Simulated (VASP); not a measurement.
# Ag (Fm-3m) in VASP: elastic constants with PBEsol

Aim: the elastic constants of Ag with PBEsol.

Everything below comes from runs of VASP 6.6.1. Logs are shortened: lines on timing, memory, paths and dates and some standing lists are left out, and cuts for length are marked.

## Step 1: The structure

It takes space group Fm-3m (No. 225, cubic). The conventional cell has a = 4.135 Å, b = 4.135 Å, c = 4.135 Å, α = 90.00°, β = 90.00°, γ = 90.00°. Around Ag (site symmetry m-3m) lie 12 Ag at 2.92 Å.

## Step 2: Elastic constants, PBEsol

Contents of POSCAR:

```
Ag
1.0
    0.0000000000      2.0675000000      2.0675000000
    2.0675000000      0.0000000000      2.0675000000
    2.0675000000      2.0675000000      0.0000000000
Ag
1
Direct
    0.0000000000      0.0000000000      0.0000000000
```

Contents of INCAR.step1:

```
  PREC = Accurate
  ENCUT = 600
  EDIFF = 1E-8
  ISMEAR = 0
  SIGMA = 0.1
  LREAL = False
  LASPH = True
  NELM = 100
  ALGO = Normal
  ISIF = 3
  LWAVE = False
  LCHARG = False
  GGA = PS
  IBRION = 2
  NSW = 40
  EDIFFG = -0.002
```

Contents of INCAR.step2:

```
  PREC = Accurate
  ENCUT = 600
  EDIFF = 1E-8
  ISMEAR = 0
  SIGMA = 0.1
  LREAL = False
  LASPH = True
  NELM = 100
  ALGO = Normal
  ISIF = 3
  LWAVE = False
  LCHARG = False
  GGA = PS
  IBRION = 6
  NFREE = 2
  POTIM = 0.015
  NSW = 1
```

Contents of KPOINTS:

```
regular mesh
0
Gamma
  18 18 18
```

Potentials or basis: VASP PAW PBE potentials, release 64 (Ag).

Run with:

```
cat potpaw_PBE.64/Ag/POTCAR > POTCAR
cp INCAR.step1 INCAR
mpirun -np 1 vasp_std > vasp.out
cp CONTCAR POSCAR
cp INCAR.step2 INCAR
mpirun -np 1 vasp_std > vasp.out
```

OUTCAR:

```text
PREC = Accurate
   ENCUT = 600
   EDIFF = 1E-8
   ISMEAR = 0
   LREAL = False
   LASPH = True
   NELM = 100
   ISIF = 3
   GGA = PS
   IBRION = 6
   NFREE = 2
   POTIM = 0.015
   NSW = 1

 ion  position               nearest neighbor table
   1  0.000  0.000  0.000-

  LATTYP: Found a face centered cubic cell.
 ALAT       =     4.0520550254

  Lattice vectors:

 A1 = (   0.0000000000,   2.0260275127,   2.0260275127)
 A2 = (   2.0260275127,   0.0000000000,   2.0260275127)
 A3 = (   2.0260275127,   2.0260275127,   0.0000000000)

Analysis of symmetry for initial positions (statically):
=====================================================================
 Subroutine PRICEL returns:
 Original cell was already a primitive cell.

 Routine SETGRP: Setting up the symmetry group for a
 face centered cubic supercell.

 Subroutine GETGRP returns: Found 48 space group operations
 (whereof 48 operations were pure point group operations)
 out of a pool of 48 trial point group operations.

The static configuration has the point symmetry O_h .

Analysis of symmetry for dynamics (positions and initial velocities):
=====================================================================
 Subroutine PRICEL returns:
 Original cell was already a primitive cell.

 Routine SETGRP: Setting up the symmetry group for a
 face centered cubic supercell.

 Subroutine GETGRP returns: Found 48 space group operations
 (whereof 48 operations were pure point group operations)
 out of a pool of 48 trial point group operations.

The dynamic configuration has the point symmetry O_h .

 Subroutine INISYM returns: Found 48 space group operations
 (whereof 48 operations are pure point group operations),
 and found     1 'primitive' translations

----------------------------------------------------------------------------------------

                                     Primitive cell

[... 336 lines left out ...]
      2       3.7195      2.00000
      3       3.7195      2.00000
      4       3.7195      2.00000
      5       4.8134      2.00000
      6       4.8134      2.00000
      7      24.6174      0.00000
      8      28.3372      0.00000
      9      28.3372      0.00000
[... 265 lines left out ...]
 k-point    24 :      -0.2222    0.0556    0.0000
  band No.  band energies     occupation
      1       2.0286      2.00000
      2       3.7022      2.00000
      3       3.9768      2.00000
      4       3.9860      2.00000
      5       4.7594      2.00000
      6       5.1393      2.00000
      7      20.3007      0.00000
      8      24.9188      0.00000
      9      27.4278      0.00000

 [... further k-points ...]

------------------------ aborting loop because EDIFF is reached ----------------------------------------

  FORCE on cell =-STRESS in cart. coord.  units (eV):
  Direction    XX          YY          ZZ          XY          YZ          ZX
  --------------------------------------------------------------------------------------
  -------------------------------------------------------------------------------------
  Total       -0.0032583     -0.0032583     -0.0032583      0.0000000      0.0000000     -0.0000000
  in kB       -0.3138556     -0.3138556     -0.3138556      0.0000000      0.0000000     -0.0000000
  external PRESSURE =      -0.3138556 kB  Pullay stress =       0.0000000 kB
[... 16 lines left out ...]
  FREE ENERGIE OF THE ION-ELECTRON SYSTEM (eV)
  ---------------------------------------------------
  free  energy   TOTEN  =        -3.3122430958 eV

  energy  without entropy=       -3.3112741579  energy(sigma->0) =       -3.31175863

 INTERNAL STRAIN TENSORS FROM STRAINED CELLS
 ============================================

 INTERNAL STRAIN TENSOR FOR ION    1 for displacements in x,y,z  (eV/Angst):
          X           Y           Z          XY          YZ          ZX
  --------------------------------------------------------------------------------
  x     0.00000     0.00000    -0.00000     0.00000     0.00000     0.00000
  y     0.00000     0.00000     0.00000     0.00000    -0.00000     0.00000
  z    -0.00000    -0.00000     0.00000    -0.00000     0.00000     0.00000

 INTERNAL STRAIN TENSORS FROM DISPLACED ATOMS
 ============================================

 INTERNAL STRAIN TENSOR FOR ION    1 for displacements in x,y,z  (eV/Angst):
          X           Y           Z          XY          YZ          ZX
  --------------------------------------------------------------------------------
  x     0.00000     0.00000     0.00000     0.00000     0.00000     0.00000
  y     0.00000     0.00000     0.00000     0.00000     0.00000     0.00000
  z     0.00000     0.00000     0.00000     0.00000     0.00000     0.00000

 Eigenvectors and eigenvalues of the dynamical matrix
 ----------------------------------------------------

   1 f  =    0.000000 THz     0.000000 2PiTHz    0.000000 cm-1     0.000000 meV
             X         Y         Z           dx          dy          dz
      0.000000  0.000000  0.000000    -0.911047    0.412302    0.000000

   2 f  =    0.000000 THz     0.000000 2PiTHz    0.000000 cm-1     0.000000 meV
             X         Y         Z           dx          dy          dz
      0.000000  0.000000  0.000000     0.000000    0.000000    1.000000

   3 f  =    0.000000 THz     0.000000 2PiTHz    0.000000 cm-1     0.000000 meV
             X         Y         Z           dx          dy          dz
      0.000000  0.000000  0.000000     0.412302    0.911047    0.000000

--------------------------------------------------------------------------------------------------------

 ELASTIC MODULI CONTR FROM IONIC RELAXATION (kBar)
 Direction    XX          YY          ZZ          XY          YZ          ZX
 --------------------------------------------------------------------------------
 XX           0.0000      0.0000      0.0000      0.0000      0.0000      0.0000
 YY           0.0000      0.0000      0.0000      0.0000      0.0000      0.0000
 ZZ           0.0000      0.0000      0.0000      0.0000      0.0000      0.0000
 XY           0.0000      0.0000      0.0000      0.0000      0.0000      0.0000
 YZ           0.0000      0.0000      0.0000      0.0000      0.0000      0.0000
 ZX           0.0000      0.0000      0.0000      0.0000      0.0000      0.0000
 --------------------------------------------------------------------------------

 TOTAL ELASTIC MODULI (kBar)
 Direction    XX          YY          ZZ          XY          YZ          ZX
 --------------------------------------------------------------------------------
 XX        1523.5878   1040.9219   1040.9219      0.0000     -0.0000      0.0000
 YY        1040.9219   1523.5878   1040.9219      0.0000      0.0000      0.0000
 ZZ        1040.9219   1040.9219   1523.5878      0.0000     -0.0000     -0.0000
 XY           0.0000      0.0000      0.0000    629.6222      0.0000      0.0000
 YZ          -0.0000      0.0000     -0.0000      0.0000    629.6222      0.0000
 ZX           0.0000      0.0000     -0.0000      0.0000      0.0000    629.6222
 --------------------------------------------------------------------------------
```

It took 19 min on 1 thread of Intel Xeon Platinum 8259CL at 2.50GHz (Skylake/Cascade Lake), shared host; peak memory 0.62 GiB.

Results:

```yaml
Relaxed_volume: 16.63 Å³/atom
Relaxed_cell: a = 2.865 Å, b = 2.865 Å, c = 2.865 Å, α = 60.00°, β = 60.00°, γ = 60.00°
Space_group_after_relaxing_to_0.05_Å: Fm-3m (No. 225)
Elastic_constants_C11_C12_C44: 152, 104, 63 GPa
Voigt_bulk_modulus: 120 GPa
```

Step by step:
| step | energy change (eV) | largest force (eV/Å) | pressure (GPa) | volume (Å³) |
| --- | --- | --- | --- | --- |
| 1 | 0.0000 | 0.0000 | -6.13 | 17.68 |
| 2 | -0.0115 | 0.0000 | 5.21 | 16.00 |
| 3 | -0.0214 | 0.0000 | -0.02 | 16.64 |
| 4 | -0.0214 | 0.0000 | 0.13 | 16.62 |
| 5 | -0.0214 | 0.0000 | -0.09 | 16.65 |
| 6 | -0.0214 | 0.0000 | 0.00 | 16.63 |

Final structure:
```cif
data_structure
_symmetry_space_group_name_H-M 'P 1'
_symmetry_Int_Tables_number 1
_cell_length_a 2.8652
_cell_length_b 2.8652
_cell_length_c 2.8652
_cell_angle_alpha 60.000
_cell_angle_beta 60.000
_cell_angle_gamma 60.000
_cell_volume 16.63
loop_
_atom_site_label
_atom_site_type_symbol
_atom_site_fract_x
_atom_site_fract_y
_atom_site_fract_z
_atom_site_occupancy
Ag1 Ag 0.00000 0.00000 0.00000 1
```

Elastic tensor in Voigt notation (GPa, in the Cartesian axes of the cell as first typed):
```
152 104 104   0   0   0
104 152 104   0   0   0
104 104 152   0   0   0
  0   0   0  63   0   0
  0   0   0   0  63   0
  0   0   0   0   0  63
```

Clamped-ion elastic tensor (GPa):
```
152 104 104   0   0   0
104 152 104   0   0   0
104 104 152   0   0   0
  0   0   0  63   0   0
  0   0   0   0  63   0
  0   0   0   0   0  63
```

Caveat: the PAW data sets were made with another functional, which shifts forces and pressure a little.
